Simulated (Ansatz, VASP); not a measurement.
## CdS: VASP beside Ansatz

File POSCAR:

```
CdS
1.0
    0.0000000000      2.7532440000      2.7532440000
    2.7532440000      0.0000000000      2.7532440000
    2.7532440000      2.7532440000      0.0000000000
Cd S
1 1
Direct
    0.0000000000      0.0000000000      0.0000000000
    0.5000000000      0.5000000000      0.5000000000
```

The input INCAR.step1:

```
PREC = Accurate ; ENCUT = 520
ISMEAR = 0 ; SIGMA = 0.1
LREAL = F ; LASPH = T
NELM = 100 ; NBANDS = 16
GGA = PE ; ALGO = Normal
EDIFF = 1E-4 ; LWAVE = T
LCHARG = F
```

Contents of INCAR.step2:

```
PREC = Accurate ; ENCUT = 520
EDIFF = 1E-6 ; ISMEAR = 0
SIGMA = 0.1 ; LREAL = F
LASPH = T ; NELM = 100
ALGO = Normal ; ISIF = 2
LWAVE = F ; LCHARG = F
METAGGA = R2SCAN ; LMIXTAU = T
NBANDS = 16 ; ISTART = 1
```

Contents of KPOINTS:

```
Automatic mesh
0
Gamma
  6 6 6
```

Input for Ansatz:

```yaml
crystal:
  lattice:
    - [0.0, 2.753244, 2.753244]
    - [2.753244, 0.0, 2.753244]
    - [2.753244, 2.753244, 0.0]
  atoms:
    - { symbol: Cd, position: [0.0, 0.0, 0.0] }
    - { symbol: S, position: [0.5, 0.5, 0.5] }
basis:
  ecutwfc: 500
kpoints:
  mp_grid: { grid: [6, 6, 6] }
hamiltonian:
  xc: r2scan
  pseudopotentials: { kind: paw, azcp: { folder: soft_1 } }
scf:
  occupations: { method: gaussian, width: 0.1 }
output:
  forces: true
  stress: true
  eigenvalues: true
```

Measurements of this composition are mostly on another form, of space group No. 186.

Alike in both runs: task single point; functional r2SCAN; k mesh 6 × 6 × 6; occupations gaussian, width 0.1 eV; no spin polarisation.

|  | VASP | Ansatz |
| --- | --- | --- |
| version | VASP 6.6.1 | Ansatz 0.2.0 |
| potentials or method | VASP PAW PBE potentials, release 64 (Cd, S) | scalar-relativistic, plane waves, PAW |
| plane-wave cutoff (eV) | 520 | 500 |
| valence electrons in the cell | 18 | 26 |

Ansatz gave:

| Quantity | Value |
| --- | --- |
| gap on the k mesh at the Fermi level (eV) | 0.74 |
| least direct gap on the mesh (eV) | 2.18 |
| pressure (GPa) | -2.1 |

Problem. What did VASP give for the same quantities?

Solution. gap on the k mesh at the Fermi level (eV): 0.73; least direct gap on the mesh (eV): 2.15; pressure (GPa): -1.8.

The two sets of potentials don't hold the same shells in valence.

Caveats: the PAW data sets were made with another functional, which shifts forces and pressure a little (VASP). r2SCAN opens gaps a little over a GGA but as a rule still falls short of measured ones. A k mesh can miss the band edges.
